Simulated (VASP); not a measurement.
Wanted: the native input for a VASP 6.6.1 run.

| Property | Result |
| --- | --- |
| Task | relaxation of the atoms |
| Functional | PBE |
| Dispersion | D3(BJ) |
| Potentials or basis | VASP PAW PBE potentials, release 64 (O, C, H) |
| Cutoff | 400 eV |
| k mesh | 1 × 1 × 1 |
| Occupations | gaussian, width 0.01 eV |
| Spin | no spin polarisation |
| Atoms held fixed (from 0) | [0] |
| Further INCAR settings | ALGO = Fast; EDIFF = 1e-06; ISYM = 0; IBRION = 2; EDIFFG = -0.03; NSW = 120 |

The structure of O2CH2 lies in POSCAR:

```
H2CO2
1.0
   12.6897444414      0.0000000000      0.0000000000
    0.0000000000     13.1897444414      0.0000000000
    0.0000000000      0.0000000000     13.6897444414
O C H
2 1 2
Selective dynamics
Direct
    0.5309924299      0.4984210664      0.4362721971  F F F
    0.4953979033      0.4096237068      0.5701541740  T T T
    0.4926998743      0.4872437045      0.5263888611  T T T
    0.5230965174      0.5659843015      0.4101990740  T T T
    0.4578132751      0.5576813408      0.5569856937  T T T
```

One way to write it, as run:

INCAR

```
SYSTEM = H2CO2
PREC = Accurate
ENCUT = 400
EDIFF = 1E-6
ISMEAR = 0
SIGMA = 0.01
LREAL = .False.
LASPH = .True.
NELM = 100
ALGO = Fast
ISIF = 2
LWAVE = .False.
LCHARG = .False.
GGA = PE
IVDW = 12
IBRION = 2
NSW = 120
EDIFFG = -0.03
ISYM = 0
```

KPOINTS

```
Automatic mesh
0
Gamma
  1 1 1
  0 0 0
```

Potentials or basis: VASP PAW PBE potentials, release 64 (O, C, H).

Launch:

```console
$ cat potpaw_PBE.64/O/POTCAR potpaw_PBE.64/C/POTCAR potpaw_PBE.64/H/POTCAR > POTCAR
$ mpirun -np 1 vasp_gam > vasp.out
```

It gave:

| Quantity | Value |
| --- | --- |
| Energy gained by relaxing | 10.0 meV/atom |
| Ionic steps | 21 |
| Gap between the frontier levels | 5.23 eV |
| Dispersion energy per atom | -0.010 eV |

Caveat: the standard files for N, O and F lose accuracy on very short bonds.

Run time: 13 min on 1 thread of Intel(R) Xeon(R) Platinum 8488C (Sapphire Rapids) (shared host), peak memory 1.3 GiB.
